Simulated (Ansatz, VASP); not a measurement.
## InAs2: VASP beside Ansatz

```
CELL_PARAMETERS angstrom
5.28724 0.00000 0.00000
-2.64362 4.57888 0.00000
0.00000 0.00000 2.77235
ATOMIC_POSITIONS crystal
In 0.00000 0.00000 0.50000
As 0.33333 0.66667 0.50000
As 0.66667 0.33333 0.50000
```

Alike in both runs: functional PBE; k mesh 6 × 6 × 6; occupations gaussian, width 0.1 eV; no spin polarisation.

Ansatz relaxed the structure, and its values are those at the end. VASP's run is a single point on that final structure, the one shown.

|  | VASP | Ansatz |
| --- | --- | --- |
| version | VASP 6.6.1 | Ansatz 0.2.0 |
| potentials or method | VASP PAW PBE potentials, release 64 (In_d, As) | scalar-relativistic, plane waves, PAW |
| plane-wave cutoff (eV) | 520 | 420 |
| valence electrons in the cell | 23 | 43 |

```tsv
	VASP	Ansatz	Ansatz less VASP
gap on the k mesh at the Fermi level (eV)	none	none	-
pressure (GPa)	0.1	0.0	-0.03
```

A gap of «none» marks a metal or a gap that the smearing closes. The functional is the same, so the differences come from potentials, cutoffs and numerics. The two sets of potentials don't hold the same shells in valence.

Caveats: the k mesh is coarse (spacing up to 0.38 Å⁻¹), so the values aren't converged.
